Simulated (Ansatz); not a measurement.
# CdSe (Cadmoselite) (P6_3mc) in Ansatz: relaxation of cell and atoms with PBE0

Aim: the relaxation of cell and atoms of CdSe (Cadmoselite) with PBE0.

Program: Ansatz 0.2.0. These are calculated values, not measurements. Logs are shortened: lines on timing, memory, paths and dates and some standing lists are left out, and cuts for length are marked.

## 1. Starting point

It takes space group P6_3mc (No. 186, hexagonal). The conventional cell has a = 4.300 Å, b = 4.300 Å, c = 7.020 Å, α = 90.00°, β = 90.00°, γ = 120.00°. Cd (site symmetry 3m) is surrounded by 4 Se at 2.61 to 2.70 Å. Around Se (site symmetry 3m) lie 4 Cd at 2.61 to 2.70 Å.

## 2. Relaxation of cell and atoms, PBE0

input.yaml

```yaml
crystal:
  lattice:
    - [4.3, 0.0, 0.0]
    - [-2.15, 3.7239092363, 0.0]
    - [0.0, 0.0, 7.02]
  atoms:
    - { symbol: Cd, position: [0.6666666667, 0.3333333333, 0.5] }
    - { symbol: Cd, position: [0.3333333333, 0.6666666667, 0.0] }
    - { symbol: Se, position: [0.6666666667, 0.3333333333, 0.885] }
    - { symbol: Se, position: [0.3333333333, 0.6666666667, 0.385] }
hamiltonian:
  xc: pbe0
  pseudopotentials: { kind: paw }
kpoints:
  mp_grid: { grid: [4, 4, 2] }
scf:
  occupations: { method: fermi_dirac, width: 0.05 }
output:
  forces: true
  stress: true
  write_density: true
  write_potential: true
  elf: true
  volumetric_format: npy
relax:
  f_tol: 0.01
  max_steps: 40
  cell: { stress_tol: 0.05 }
```

Potentials or basis: Ansatz PAW.

Launch:

```
$ ansatz run input.yaml --threads 2 --pin off --max-ram 5632MiB --backend cpu --events-out ev --progress --plain --runs-dir out
```

Standard output:

```text
Warning: RAYON_NUM_THREADS=2 ignored (pool sized by the plan → 2); use --threads N
Engine: ansatz 0.2.0, aarch64-unknown-linux-gnu
Pseudopotentials: kind: paw
Pseudopotential: Cd, paw, valence charge 20, recommended cutoff 420 eV (normal), Cd.paw.azcp
Pseudopotential: Se, paw, valence charge 16, recommended cutoff 420 eV (normal), Se.paw.azcp
Functional definition: PBE0
  parameter a = 0.25
  parameter kappa = 0.804
  parameter beta = 0.06672455060314922
  exchange = (1 - a)*pbe_x(kappa = kappa, mu = beta*pi^2/3) + a*exact_x
  correlation = pbe_c(beta = beta)
Crystal: 4 atoms, lattice volume = 112.410 Å³
Basis set: ecut = 420 eV, 2189 PW (Γ), exchange–correlation on 60×60×96 points (8 copies of the dense FFT grid, shifted against one another)
Bands: 44, of which v1, the nominal top of the filled ones, is band 36 counted from 1 (35 counted from 0)
Symmetry: 12 space group operations
Space group: P63mc (ITA 186), of the structure as read, at distance tolerance 4.8e-5 Å
k-points: 8 of 32
Non-local potential: Cd, projectors of the file, l = 0: 3, l = 1: 2, l = 2: 2, l = 3: 1
Non-local potential: Se, projectors of the file, l = 0: 2, l = 1: 2, l = 2: 3, l = 3: 1
PAW form: soft (Blöchl's): semilocal exchange-correlation on the pseudo side does not see the compensation charge
PAW frozen core: Cd, regenerated for the run's functional, and the local potential with it (the file was generated under x = pbe(κ = 0.804, μ = 0.2195149727645171), c = pbe(β = 0.06672455060314922))
PAW frozen core: Se, regenerated for the run's functional, and the local potential with it (the file was generated under x = pbe(κ = 0.804, μ = 0.2195149727645171), c = pbe(β = 0.06672455060314922))
PAW one-centre angular grid: Cd, 590 points (default); XC on 64 Gauss nodes
PAW one-centre angular grid: Se, 590 points (default); XC on 64 Gauss nodes
Initial density: superposition of atomic densities (neutral atoms: chi_scale 0, normalization atom), corrected by the library's trained network
Initial wavefunctions: pseudopotential atomic-orbital guess
Functional: x = pbe(κ = 0.804, μ = 0.2195149727645171), c = pbe(β = 0.06672455060314922), warm-up for x = 0.75 pbe(κ = 0.804, μ = 0.2195149727645171) + 0.25 exact, c = pbe(β = 0.06672455060314922)
SCF iter   1: F=—  HF=-27449.455474 eV  |F-HF|=—  |Δ(HF+E_count)|=         —  Δρ=1.01e-3  dr2=1.15e-3  ethr=1.77e-3  ⟨swp⟩=7.8  Hψ=1458  notcnv=0
preconditioner: auto → none  [insulator: Δε(μ)=0.687 eV  Ē_g=12.130 eV  σ=0.050 eV  W_gap=1.00  n_scr=34 (ndim 8)  ℏωp=21.0 eV  f_vac=0.201  D(μ)=0.00/eV (n_scr^D=0)]
iter 2 solved again at ethr=4.78e-8 eV; its pass at ethr=1.59e-6 eV (dr2=3.44e-5 eV) is discarded
SCF iter   2: F=—  HF=-27449.455389 eV  |F-HF|=—  |Δ(HF+E_count)|=   8.53e-5  Δρ=2.16e-4  dr2=3.45e-5  ethr=4.78e-8  ⟨swp⟩=2.0  Hψ=1754  notcnv=0
SCF iter   3: F=—  HF=-27449.455444 eV  |F-HF|=—  |Δ(HF+E_count)|=   5.54e-5  Δρ=1.05e-4  dr2=6.68e-6  ethr=4.78e-8  ⟨swp⟩=3.1  Hψ=787  notcnv=0
SCF iter   4: F=—  HF=-27449.455484 eV  |F-HF|=—  |Δ(HF+E_count)|=   3.97e-5  Δρ=3.75e-5  dr2=1.72e-6  ethr=9.27e-9  ⟨swp⟩=3.1  Hψ=788  notcnv=0
SCF iter   5: F=—  HF=-27449.455484 eV  |F-HF|=—  |Δ(HF+E_count)|=   3.58e-7  Δρ=6.09e-6  dr2=2.13e-8  ethr=2.39e-9  ⟨swp⟩=3.2  Hψ=773  notcnv=0
SCF iter   6: F=—  HF=-27449.455484 eV  |F-HF|=—  |Δ(HF+E_count)|=   3.89e-8  Δρ=1.93e-6  dr2=3.79e-9  ethr=2.96e-11  ⟨swp⟩=4.0  Hψ=989  notcnv=0
SCF iter   7: F=—  HF=-27449.455484 eV  |F-HF|=—  |Δ(HF+E_count)|=   3.86e-9  Δρ=5.46e-7  dr2=1.98e-10  ethr=5.26e-12  ⟨swp⟩=3.1  Hψ=787  notcnv=0
SCF iter   8: F=-27449.455484 eV  HF=-27449.455484 eV  |F-HF|=2.55e-11  |Δ(HF+E_count)|=  2.33e-10  Δρ=1.58e-7  dr2=1.60e-11  ethr=1.76e-12 (applied; sched 1.00e-12)  ⟨swp⟩=3.1  Hψ=666  notcnv=0
SCF 1 converged in 8 iterations: F = -27449.455484 eV  dr2 = 1.60e-11
Initial density: handed on by an earlier stage of this run
Initial wavefunctions: those handed on with the density
Functional: x = 0.75 pbe(κ = 0.804, μ = 0.2195149727645171) + 0.25 exact, c = pbe(β = 0.06672455060314922)
Frozen-core exchange: fock
iter 1 solved again at ethr=3.34e-5 eV; its pass at ethr=1.00e-1 eV (dr2=2.41e-2 eV) is discarded
SCF iter   1: F=—  HF=-27458.750504 eV  |F-HF|=—  |Δ(HF+E_count)|=         —  Δρ=5.65e-3  dr2=2.70e-2  ethr=3.34e-5  ⟨swp⟩=5.1  Hψ=1782  notcnv=0
preconditioner: auto → none  [insulator: Δε(μ)=2.224 eV  Ē_g=14.830 eV  σ=0.050 eV  W_gap=1.00  n_scr=34 (ndim 8)  ℏωp=21.0 eV  f_vac=0.200  D(μ)=0.00/eV (n_scr^D=0)]
SCF iter   2: F=—  HF=-27458.736944 eV  |F-HF|=—  |Δ(HF+E_count)|=   1.36e-2  Δρ=2.30e-3  dr2=4.96e-3  ethr=3.34e-5  ⟨swp⟩=3.0  Hψ=928  notcnv=0
SCF iter   3: F=—  HF=-27458.759464 eV  |F-HF|=—  |Δ(HF+E_count)|=   2.25e-2  Δρ=1.60e-3  dr2=1.87e-3  ethr=2.54e-6  ⟨swp⟩=4.0  Hψ=1005  notcnv=0
SCF iter   4: F=—  HF=-27458.759114 eV  |F-HF|=—  |Δ(HF+E_count)|=   3.50e-4  Δρ=4.96e-4  dr2=2.53e-4  ethr=2.38e-6  ⟨swp⟩=2.2  Hψ=647  notcnv=0
[... 145 lines left out ...]
SCF iter   6: F=—  HF=-27458.799135 eV  |F-HF|=—  |Δ(HF+E_count)|=   1.46e-8  Δρ=6.54e-7  dr2=4.50e-10  ethr=5.24e-12  ⟨swp⟩=4.1  Hψ=887  notcnv=0  defer=1
SCF iter   7: F=-27458.799205 eV  HF=-27458.799135 eV  |F-HF|=7.00e-5  |Δ(HF+E_count)|=   2.25e-9  Δρ=2.31e-7  dr2=1.44e-10  ethr=1.92e-12 (applied; sched 1.00e-12)  ⟨swp⟩=3.0  Hψ=677  notcnv=0
SCF 15 stopped early in 7 iterations: F = -27458.799205 eV  dr2 = 1.44e-10
  Residual-converged pass: ⟨swp⟩=3.0  Hψ=813  notcnv=0  max |occ|·‖R‖ = 2.8e-7 eV (tolerance 3.9e-7 eV)  dr2=1.39e-10  dr2_onsite=2.50e-11  max |Δocc| = 6.9e-19
hybrid outer 1: dexx = +6.484e-6 eV, tail = 2.40e-7 eV
Frozen-core exchange: fock
SCF iter   1: F=—  HF=-27458.799211 eV  |F-HF|=—  |Δ(HF+E_count)|=         —  Δρ=4.20e-6  dr2=1.75e-8  ethr=1.66e-9  ⟨swp⟩=11.1  Hψ=1118  notcnv=0
preconditioner: auto → none  [insulator: Δε(μ)=2.195 eV  Ē_g=14.646 eV  σ=0.050 eV  W_gap=1.00  n_scr=34 (ndim 8)  ℏωp=20.7 eV  f_vac=0.213  D(μ)=0.00/eV (n_scr^D=0)]
SCF iter   2: F=—  HF=-27458.799211 eV  |F-HF|=—  |Δ(HF+E_count)|=   2.51e-8  Δρ=1.75e-6  dr2=1.13e-9  ethr=2.28e-11  ⟨swp⟩=3.2  Hψ=772  notcnv=0
SCF iter   3: F=—  HF=-27458.799211 eV  |F-HF|=—  |Δ(HF+E_count)|=   3.37e-8  Δρ=8.45e-7  dr2=2.82e-10  ethr=2.59e-12 (applied; sched 1.09e-12)  ⟨swp⟩=4.0  Hψ=868  notcnv=0  defer=28
SCF iter   4: F=-27458.799211 eV  HF=-27458.799211 eV  |F-HF|=1.08e-9  |Δ(HF+E_count)|=   8.74e-9  Δρ=2.86e-7  dr2=4.16e-11  ethr=1.88e-12 (applied; sched 1.00e-12)  ⟨swp⟩=3.0  Hψ=664  notcnv=0
SCF 16 stopped early in 4 iterations: F = -27458.799211 eV  dr2 = 4.16e-11
  Residual-converged pass: ⟨swp⟩=3.0  Hψ=835  notcnv=0  max |occ|·‖R‖ = 1.8e-7 eV (tolerance 2.0e-7 eV)  dr2=3.98e-11  dr2_onsite=1.09e-12  max |Δocc| = 2.3e-19
hybrid outer 2: dexx = +7.606e-9 eV, tail = 7.17e-10 eV, Δε = 1.03e-4 eV (about 1.44e-6 eV left of the loop's levels), ΔF = 4.80e-5 eV/Å (tail 8.98e-5)
Frozen-core exchange: fock
SCF iter   1: F=—  HF=-27458.799211 eV  |F-HF|=—  |Δ(HF+E_count)|=         —  Δρ=1.20e-7  dr2=1.72e-11  ethr=3.04e-12 (applied; sched 1.57e-12)  ⟨swp⟩=10.9  Hψ=1022  notcnv=0
preconditioner: auto → none  [insulator: Δε(μ)=2.195 eV  Ē_g=14.645 eV  σ=0.050 eV  W_gap=1.00  n_scr=34 (ndim 8)  ℏωp=20.7 eV  f_vac=0.213  D(μ)=0.00/eV (n_scr^D=0)]
SCF iter   2: F=-27458.799211 eV  HF=-27458.799211 eV  |F-HF|=2.18e-11  |Δ(HF+E_count)|=  1.09e-11  Δρ=1.76e-8  dr2=2.80e-12  ethr=1.79e-12 (applied; sched 1.00e-12)  ⟨swp⟩=2.0  Hψ=640  notcnv=0
SCF 17 converged in 2 iterations: F = -27458.799211 eV  dr2 = 2.80e-12
  Residual-converged pass: ⟨swp⟩=3.0  Hψ=815  notcnv=0  max |occ|·‖R‖ = 1.3e-7 eV (tolerance 1.3e-7 eV)  dr2=2.70e-12  dr2_onsite=2.61e-14  max |Δocc| = 2.2e-22
hybrid outer 3: dexx = +4.320e-12 eV, tail = 6.63e-12 eV, Δε = 6.18e-6 eV (about 1.29e-6 eV left of the loop's levels), ΔF = 2.13e-5 eV/Å (tail 3.52e-5)
relax step   5: F+E_penalty+E_count = -27458.79921114 eV  Δ(F+E_penalty+E_count) = -2.529e-3 eV  max|allowed force component| = 2.401e-4 eV/Å  Δτ_max = 0.0000 Å  P = -0.006 GPa  Ω = 115.891 Å³  stress off target by 7.52e-3 GPa  SCF on the basis re-selected at this cell (its energy is not comparable with the rows above)  (13 SCF iters)
basis re-selected at this cell: Δ(F+E_penalty+E_count) = -2.529e-3 eV, ΔP = -0.004 GPa vs the last step (what re-selecting the basis moved, of the pressure what is left beyond the Pulay correction that the steps carried, after the strain that the cell walked since its last selection, with what the two solves' SCF thresholds leave and, on support functions, any second-order correction that the steps lacked; it is no measure of the basis error at this ecutwfc). This SCF's stress stands 7.52e-3 GPa from its target on what of the cell is left free (relax.cell.stress_tol is 5.00e-2 GPa) and its largest allowed force component is 2.40e-4 eV/Å (relax.f_tol is 1.00e-2 eV/Å): within both
hybrid SCF converged: 3 outer / 13 inner (+0 warm-up), last move |dexx| = 4.32e-12 eV, tail = 6.63e-12 eV
Stability not checked: this state was not tested for a lower state beside it, because the functional holds exact exchange (a hybrid, or Hartree-Fock), whose exchange loop this test does not read (fock_operator; see scf.lower_state_search)
Free energy (F): -27458.799211 eV
Frozen-core exchange: fock
Harris-Foulkes:  -27458.799211 eV  (|F-HF|=2.18e-11)
Internal energy: -27458.799211 eV  (E = F + TS)
E sigma→0 (E₀):  -27458.799211 eV
Fermi energy:    7.252009 eV
--- Per-component energies (eV) ---
  E_band       = -2044.230446
  E_kinetic    = 1247.424849
  E_local      = -12922.105468  (includes V_loc(G=0)·N_el)
  E_nonlocal   = -1123.583463
  E_hartree    = 6143.156511
  E_xc         = -432.045285
  E_vxc        = -492.066818  (∫ρ·V_xc dr)
  E_exx        = -343.136382  (= α·E_x^exact, valence–valence)
  E_paw        = -11783.892664  (= ΣΔE_a)
  E_vpaw       = -353.938581  (= ΣTr[D̂ρ^β])
  E_aug_tail   = -0.001195  (compensation charges beyond the density's cutoff)
  E_ewald      = -8241.203731
  E_core_change = -3.412383  (= ΣΔE_core)
  E_smearing   = -0.000000  (= −TS)
  E_closure    = -0.000000  (closes the sum)
  Σ components = -27458.799211   (vs F -27458.799211, Δ=-3.64e-12)
--- Forces (eV/Å), atoms counted from 1 ---
  atom   1  Cd     0.00000000    -0.00000000    -0.00024232
  atom   2  Cd     0.00000000     0.00000000    -0.00024232
  atom   3  Se     0.00000000    -0.00000000     0.00023780
  atom   4  Se     0.00000000     0.00000000     0.00023780
  max |Σ_I F_I| component: 9.05e-6 eV/Å
--- Stress (GPa, compression-positive) ---
       -0.005919       0.000000      -0.000000
       -0.000000      -0.005919      -0.000000
       -0.000000      -0.000000      -0.007523
  P = ⅓ Tr σ = -0.0065 GPa (-0.065 kbar)
--- Band table (eV; the first three rows and the last of 8) ---
  k-point 0: bands = ["-100.6556", "-100.6556", "-60.3785", "-60.3784", "-60.3781", "-60.3781", "-60.3781", "-60.3781", "-44.0788", "-44.0788", "-44.0771", "-44.0771", "-44.0771", "-44.0771", "-44.0736", "-44.0736", "-44.0736", "-44.0736", "-7.4534", "-7.0674", "-3.0225", "-3.0156", "-3.0156", "-2.9525", "-2.9525", "-2.7084", "-2.7084", "-2.6543", "-2.6543", "-2.3537", "1.5732", "5.3287", "5.3287", "6.1027", "6.1310", "6.1310", "8.3258", "9.9324", "13.7099", "13.7099"]
  k-point 1: bands = ["-100.6556", "-100.6556", "-60.3784", "-60.3784", "-60.3781", "-60.3781", "-60.3781", "-60.3781", "-44.0789", "-44.0789", "-44.0771", "-44.0771", "-44.0771", "-44.0771", "-44.0736", "-44.0736", "-44.0736", "-44.0736", "-7.2568", "-7.2568", "-2.9882", "-2.9882", "-2.9882", "-2.9882", "-2.8085", "-2.8085", "-2.6780", "-2.6780", "-2.6780", "-2.6780", "3.4108", "3.4108", "5.7108", "5.7108", "5.7108", "5.7108", "10.0909", "10.0909", "13.6669", "13.6669"]
  k-point 2: bands = ["-100.6556", "-100.6556", "-60.3785", "-60.3785", "-60.3781", "-60.3780", "-60.3780", "-60.3780", "-44.0789", "-44.0788", "-44.0771", "-44.0771", "-44.0771", "-44.0771", "-44.0737", "-44.0736", "-44.0736", "-44.0736", "-7.2812", "-6.9990", "-2.9768", "-2.9667", "-2.8883", "-2.8808", "-2.8400", "-2.7322", "-2.7016", "-2.6839", "-2.6441", "-2.2539", "1.9080", "3.5464", "3.9657", "4.7147", "5.6214", "5.7358", "10.2868", "11.2459", "12.9588", "13.7524"]
  k-point 7: bands = ["-100.6556", "-100.6556", "-60.3785", "-60.3785", "-60.3781", "-60.3781", "-60.3779", "-60.3779", "-44.0789", "-44.0789", "-44.0771", "-44.0771", "-44.0771", "-44.0771", "-44.0736", "-44.0736", "-44.0736", "-44.0736", "-7.0116", "-7.0116", "-2.8988", "-2.8988", "-2.8754", "-2.8754", "-2.7317", "-2.7317", "-2.6764", "-2.6764", "-2.3258", "-2.3258", "1.9975", "1.9975", "4.0177", "4.0177", "4.9197", "4.9197", "11.5082", "11.5082", "13.3307", "13.3307"]
  guard bands above this table: 4 of the run's 44 bands. The solve was not asked for them (output.publish_guard_bands: true or output.eigenvalues: true publishes all)
--- Relaxed structure (4 steps of the walk, 4 accepted, 1 SCFs on fresh bases) ---
  F+E_penalty+E_count = -27458.79921114 eV   max|allowed force component| = 2.401e-4 eV/Å   (the final SCF, on the basis selected at the relaxed cell)
  cell:  # Å, volume = 115.8912 Å³
    - [4.351037081200897, 0.0, -2.8599348451230954e-35]
    - [-2.1755185406004487, 3.7681086451280725, 1.4299674225615477e-35]
    - [-4.669009909928274e-35, 0.0, 7.068614056287819]
  atoms:
    - { symbol: Cd, position: [0.6666666666666666, 0.33333333333333326, 0.5043313982291721] }
    - { symbol: Cd, position: [0.33333333333333326, 0.6666666666666665, 0.004331398229171987] }
    - { symbol: Se, position: [0.6666666666666666, 0.33333333333333326, 0.8806686017708281] }
    - { symbol: Se, position: [0.33333333333333326, 0.6666666666666665, 0.38066860177082806] }
```

It took 2.2 min on 2 threads of Arm Neoverse V1, shared host; peak memory 1.2 GiB.

What came out:

* Free energy: -27458.7992 eV
* Relaxed volume: 28.97 Å³/atom
* Relaxed cell: a = 4.351 Å, b = 4.351 Å, c = 7.069 Å, α = 90.00°, β = 90.00°, γ = 120.00°
* Space group after relaxing (to 0.05 Å): P6_3mc (No. 186)
* Energy gained by relaxing: 9.7 meV/atom
* Ionic steps: 5
* Pressure after relaxing: 0.0 GPa
* Band gap on the k mesh: 2.19 eV, direct

The path:
```csv
step,energy change (eV),largest force (eV/Å),volume (Å³)
1,0.0000,0.2918,112.41
2,-0.0334,0.0168,117.07
3,-0.0361,0.0063,116.08
4,-0.0363,0.0002,115.89
5,-0.0389,0.0002,115.89
```

Final structure:
```yaml
crystal:
  lattice:
    - [4.35104, 0.00000, 0.00000]
    - [-2.17552, 3.76811, 0.00000]
    - [0.00000, 0.00000, 7.06861]
  atoms:
    - { symbol: Cd, position: [0.66667, 0.33333, 0.50433] }
    - { symbol: Cd, position: [0.33333, 0.66667, 0.00433] }
    - { symbol: Se, position: [0.66667, 0.33333, 0.88067] }
    - { symbol: Se, position: [0.33333, 0.66667, 0.38067] }
```

Caveat: the k mesh is coarse (spacing up to 0.45 Å⁻¹), so the values aren't converged, least of all with exact exchange; the plane-wave basis is chosen anew once the cell has moved, so the energies of steps on either side of that aren't comparable; the PAW data sets come from PBE, with cores solved anew for the run's functional, which leaves a small shift of forces and pressure.
